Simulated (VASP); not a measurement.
# Cu (Fm-3m) in VASP: a series of runs

One crystal, Cu, is run at these levels: PBE; tasks: single point.

Everything below comes from runs of VASP 6.6.1. Logs are shortened: lines on timing, memory, paths and dates and some standing lists are left out, and cuts for length are marked.

### Step 1. The structure

It takes space group Fm-3m (No. 225, cubic). Conventional cell: a = 3.615 Å, b = 3.615 Å, c = 3.615 Å, α = 90.00°, β = 90.00°, γ = 90.00°. Cu (site symmetry m-3m) is surrounded by 12 Cu at 2.56 Å.

### Step 2. Single point, PBE

Input file INCAR:

```
SYSTEM = Cu
  PREC = Accurate
  ENCUT = 460
  EDIFF = 1E-4
  ISMEAR = 1
  SIGMA = 0.1
  LREAL = .False.
  LASPH = .True.
  NELM = 100
  ALGO = Normal
  ISIF = 2
  LWAVE = .False.
  LCHARG = .False.
  GGA = PE
  NBANDS = 12
  ADDGRID = .False.
```

Input file KPOINTS:

```
regular mesh
0
Gamma
  11 11 11
  0 0 0
```

Input file POSCAR:

```
Cu
1.0
    0.0000000000      1.8075000000      1.8075000000
    1.8075000000      0.0000000000      1.8075000000
    1.8075000000      1.8075000000      0.0000000000
Cu
1
Direct
    0.0000000000      0.0000000000      0.0000000000
```

Potentials or basis: VASP PAW PBE potentials, release 64 (Cu).

Run with:

```
> cat potpaw_PBE.64/Cu/POTCAR > POTCAR
> mpirun -np 1 vasp_std > vasp.out
```

OUTCAR:

```text
SYSTEM = Cu
   PREC = Accurate
   ENCUT = 460
   EDIFF = 1E-4
   ISMEAR = 1
   LREAL = .False.
   LASPH = .True.
   NELM = 100
   ISIF = 2
   GGA = PE

 Found     56 irreducible k-points:

 Following reciprocal coordinates:
            Coordinates               Weight
  0.000000  0.000000  0.000000      1.000000
  0.090909  0.000000  0.000000      8.000000
  0.181818  0.000000  0.000000      8.000000
  0.272727  0.000000  0.000000      8.000000
  0.363636  0.000000  0.000000      8.000000
  0.454545  0.000000  0.000000      8.000000
   k-points           NKPTS =     56   k-points in BZ     NKDIM =     56   number of bands    NBANDS=     12
   number of dos      NEDOS =    301   number of ions     NIONS =      1
   total plane-waves  NPLWV =   5832
   dimension x,y,z NGX =    18 NGY =   18 NGZ =   18
   dimension x,y,z NGXF=    36 NGYF=   36 NGZF=   36
   ions per type =               1
   NGX,Y,Z   is equivalent  to a cutoff of  11.71, 11.71, 11.71 a.u.
   NGXF,Y,Z  is equivalent  to a cutoff of  23.41, 23.41, 23.41 a.u.
 SYSTEM =  Cu
   PREC   = accura    normal or accurate (medium, high low for compatibility)
   ISTART =      0    job   : 0-new  1-cont  2-samecut
   ICHARG =      2    charge: 1-file 2-atom 10-const
   ISPIN  =      1    spin polarized calculation?
   LNONCOLLINEAR =      F non collinear calculations
   LSORBIT =      F    spin-orbit coupling
   LASPH  =      T    aspherical Exc in radial PAW
   ENCUT  =  460.0 eV  33.81 Ry    5.81 a.u.   4.47  4.47  4.47*2*pi/ulx,y,z
   NELM   =    100;   NELMIN=  2; NELMDL= -5     # of ELM steps
   EDIFF  = 0.1E-03   stopping-criterion for ELM
   LREAL  =      F    real-space projection
   EDIFFG = 0.1E-02   stopping-criterion for IOM
   NSW    =      0    number of steps for IOM
   IBRION =     -1    ionic relax: 0-MD 1-quasi-New 2-CG
   NFREE  =      0    steps in history (QN), initial steepest desc. (CG)
   ISIF   =      2    stress and relaxation
   ISYM   =      2    0-nonsym 1-usesym 2-fastsym
   POTIM  = 0.5000    time-step for ionic-motion
   TEBEG  =    0.0;   TEEND  =   0.0 temperature during run
   PSTRESS=    0.0 pullay stress
   NELECT =      11.0000    total number of electrons
   NUPDOWN=      -1.0000    fix difference up-down
   EMIN   =  10.00;   EMAX   =-10.00  energy-range for DOS
   EFERMI =   0.00;   METHOD = LEGACY
   ISMEAR =     1;   SIGMA  =   0.10  broadening in eV -4-tet -1-fermi 0-gaus
   EFERMI_NEDOS =   21; number of points for ismear=-14 and -15
   IALGO  =     38    algorithm
   IMIX   =      4    mixing-type and parameters
     AMIX     =   0.40;   BMIX     =  1.00
     AMIX_MAG =   1.60;   BMIX_MAG =  1.00
  volume/ion in A,a.u.               =      11.81        79.70
  Fermi-wavevector in a.u.,A,eV,Ry     =   1.598763  3.021224 34.777078  2.556043
  Thomas-Fermi vector in A             =   2.696162
   LORBIT       =      0    0 simple, 1 ext, 2 COOP (PROOUT), +10 PAW based schemes
   GGA     = PE    functional components
   LHFCALC =     F    Hartree Fock is set to
   AEXX    =    0.0000 exact exchange contribution
   IVDW    =     0    specifies the selected vdW correction
   LEPSILON=     F    determine dielectric tensor
   LRPA    =     F    only Hartree local field effects (RPA)
 non-spin polarized calculation
 Methfessel and Paxton  Order N= 1 SIGMA  =   0.10
  energy-cutoff  :      460.00
  volume of cell :       11.81
 maximum number of plane-waves:       276
 NGX is ok and might be reduce to    18
   NGX =  9   NGY =  9   NGZ =  9

 number of electron      11.0000013 magnetization

 Free energy of the ion-electron system (eV)
  ---------------------------------------------------
  ext. energy  EPLUGINS =         0.00000000
  ---------------------------------------------------
  free energy    TOTEN  =        -3.73127670 eV

  energy without entropy =       -3.73182905  energy(sigma->0) =       -3.73146082

 E-fermi :   7.6291     XC(G=0): -12.7267

 val. band max:        7.5382579395   @ k =   0.4545   0.2727   0.0000
 cond. band min:       7.7810043423   @ k =   0.4545   0.3636   0.0000
 fundamental gap:      0.2427464029
 Fermi energy:         7.6291446859

 k-point     1 :       0.0000    0.0000    0.0000
  band No.  band energies     occupation
      1      -1.7668      2.00000
      2       4.5528      2.00000
      3       4.5528      2.00000
      4       4.5528      2.00000
      5       5.3748      2.00000
      6       5.3748      2.00000
      7      30.1807      0.00000
      8      32.8225      0.00000
      9      32.8225      0.00000
     10      32.8225      0.00000
     11      35.3135      0.00000
     12      35.3135      0.00000

 k-point     2 :       0.0909    0.0000    0.0000
  band No.  band energies     occupation
      1      -1.4668      2.00000
      2       4.4912      2.00000
      3       4.6068      2.00000
      4       4.6068      2.00000
      5       5.3545      2.00000
      6       5.3545      2.00000
      7      28.1050      0.00000
      8      30.9899      0.00000
      9      32.0350      0.00000
     10      32.0350      0.00000
     11      36.5114      0.00000
     12      36.5114      0.00000

 k-point     3 :       0.1818    0.0000    0.0000
  band No.  band energies     occupation
      1      -0.5972      2.00000
      2       4.3557      2.00000
      3       4.7030      2.00000
      4       4.7030      2.00000
      5       5.3568      2.00000
      6       5.3568      2.00000
      7      23.4464      0.00000
      8      30.5300      0.00000
      9      30.9926      0.00000
     10      30.9926      0.00000
     11      37.1438      0.00000
     12      37.5695      0.00000

 k-point     4 :       0.2727    0.0000    0.0000
  band No.  band energies     occupation
      1       0.7048      2.00000
      2       4.3177      2.00000
      3       4.6933      2.00000
      4       4.6933      2.00000
      5       5.5104      2.00000
      6       5.5104      2.00000
      7      18.9397      0.00000
      8      29.8760      0.00000
      9      30.2485      0.00000
     10      30.2485      0.00000
     11      35.5455      0.00000
     12      35.5455      0.00000

 k-point     5 :       0.3636    0.0000    0.0000
  band No.  band energies     occupation
      1       1.9542      2.00000
      2       4.6001      2.00000
      3       4.6001      2.00000
      4       4.8350      2.00000
      5       5.7523      2.00000
      6       5.7523      2.00000
      7      14.9264      0.00000
      8      29.1673      0.00000
      9      29.8281      0.00000
     10      29.8281      0.00000
     11      33.7724      0.00000
     12      33.7724      0.00000

 k-point     6 :       0.4545    0.0000    0.0000
  band No.  band energies     occupation
      1       2.4618      2.00000
      2       4.5292      2.00000
      3       4.5292      2.00000
      4       5.9190      2.00000
      5       5.9190      2.00000
      6       6.2157      2.00000
      7      11.8924      0.00000
      8      28.7311      0.00000
      9      29.6690      0.00000
     10      29.6690      0.00000
     11      32.7889      0.00000
     12      32.7889      0.00000

 [... further k-points ...]

------------------------ aborting loop because EDIFF is reached ----------------------------------------

  FORCE on cell =-STRESS in cart. coord.  units (eV):
  Direction    XX          YY          ZZ          XY          YZ          ZX
  --------------------------------------------------------------------------------------
  -------------------------------------------------------------------------------------
  Total        0.0521985      0.0521985      0.0521985     -0.0000000      0.0000000      0.0000000
  in kB        7.0811535      7.0811535      7.0811535     -0.0000000      0.0000000      0.0000000
  external PRESSURE =       7.0811535 kB  Pullay stress =       0.0000000 kB

 VOLUME and BASIS-vectors are now :
 -----------------------------------------------------------------------------
  energy-cutoff  :      460.00
  volume of cell :       11.81
      direct lattice vectors                 reciprocal lattice vectors
     0.000000000  1.807500000  1.807500000    -0.276625173  0.276625173  0.276625173
     1.807500000  0.000000000  1.807500000     0.276625173 -0.276625173  0.276625173
     1.807500000  1.807500000  0.000000000     0.276625173  0.276625173 -0.276625173

 POSITION                                       TOTAL-FORCE (eV/Angst)
 -----------------------------------------------------------------------------------
      0.00000      0.00000      0.00000         0.000000      0.000000      0.000000
 -----------------------------------------------------------------------------------
    total drift:                                0.000000     -0.000000      0.000000

  FREE ENERGIE OF THE ION-ELECTRON SYSTEM (eV)
  ---------------------------------------------------
  free  energy   TOTEN  =        -3.7312766963 eV

  energy  without entropy=       -3.7318290536  energy(sigma->0) =       -3.73146082
```

Run time: 3.4 s. Hardware: 1 thread of AMD EPYC 9R45 (Zen 5), shared host; peak memory 0.09 GiB.

These settings aren't checked as converged: the numbers below hold their error.

Results:

```
Free energy            : -3.7313 eV
Pressure               : 0.7 GPa
Band gap on the k mesh : none (metal or under the smearing width)
```

(Continued in part 2 of 2.)
